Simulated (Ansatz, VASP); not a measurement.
**Cd: VASP beside Ansatz**

```xyz
1
Lattice="-1.7843 1.7843 1.7843 1.7843 -1.7843 1.7843 1.7843 1.7843 -1.7843" Properties=species:S:1:pos:R:3 pbc="T T T"
Cd    0.0000    0.0000    0.0000
```

This isn't the form of Cd at room conditions, which is hcp.

Alike in both runs: task relaxation of cell and atoms; functional RPBE; k mesh 10 × 10 × 10; occupations fermi-dirac, width 0.05 eV; no spin polarisation.

|  | VASP | Ansatz |
| --- | --- | --- |
| version | VASP 6.6.1 | Ansatz 0.2.0 |
| potentials or method | VASP PAW PBE potentials, release 64 (Cd) | Ansatz PAW |
| plane-wave cutoff (eV) | 600 | 420 |
| valence electrons in the cell | 12 | 20 |

```tsv
	VASP	Ansatz	Ansatz less VASP
gap on the k mesh at the Fermi level, each at its own relaxed structure (eV)	none	none	-
relaxed volume (Å³/atom)	25.23	25.16	-0.075
relaxed cell length with the largest relative difference (Å)	3.200	3.197	-0.0032
energy change over the relaxation (meV/atom)	-26	-24	+1.6
```

A gap of «none» marks a metal or a gap that the smearing closes. The two sets of potentials don't hold the same shells in valence.

Caveats: the PAW data sets were made with another functional, which shifts forces and pressure a little (VASP); the plane-wave basis is chosen anew once the cell has moved, so the energies of steps on either side of that aren't comparable (Ansatz); the PAW data sets come from PBE, with cores solved anew for the run's functional, which leaves a small shift of forces and pressure (Ansatz).
